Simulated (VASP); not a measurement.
Crystal: Li2Se.

```
Se Li
1.0
     0.00000    3.00250    3.00250
     3.00250    0.00000    3.00250
     3.00250    3.00250    0.00000
Se Li
1 2
Direct
  0.00000 0.00000 0.00000
  0.75000 0.75000 0.75000
  0.25000 0.25000 0.25000
```

Base run:

- Program: VASP 6.6.1
- Functional: RPBE
- Potentials or basis: VASP PAW PBE potentials, release 64 (Se, Li_sv)
- Cutoff: 520 eV
- k mesh: 8 × 8 × 8
- Occupations: fermi-dirac, width 0.05 eV
- Spin: no spin polarisation

Its results: band gap on the k mesh 3.12 eV, indirect (least direct gap 3.56 eV).

Question: After a change of settings the same cell gave: band gap on the k mesh 2.97 eV, indirect (least direct gap 3.39 eV). Which change was it?
A. functional from RPBE to BLYP; further incar settings from ALGO = Normal; EDIFF = 1e-06 to ALGO = Normal; EDIFF = 1e-07
B. functional from RPBE to TB-mBJ; further incar settings from ALGO = Normal; EDIFF = 1e-06 to ALGO = Normal; EDIFF = 1e-06; NBANDS = 13
C. functional from RPBE to LAK; further incar settings from ALGO = Normal; EDIFF = 1e-06 to ALGO = Normal; EDIFF = 1e-06; NBANDS = 13
D. functional from RPBE to PBE; occupations from fermi-dirac, width 0.05 eV to gaussian, width 0.011 eV

Answer: D.
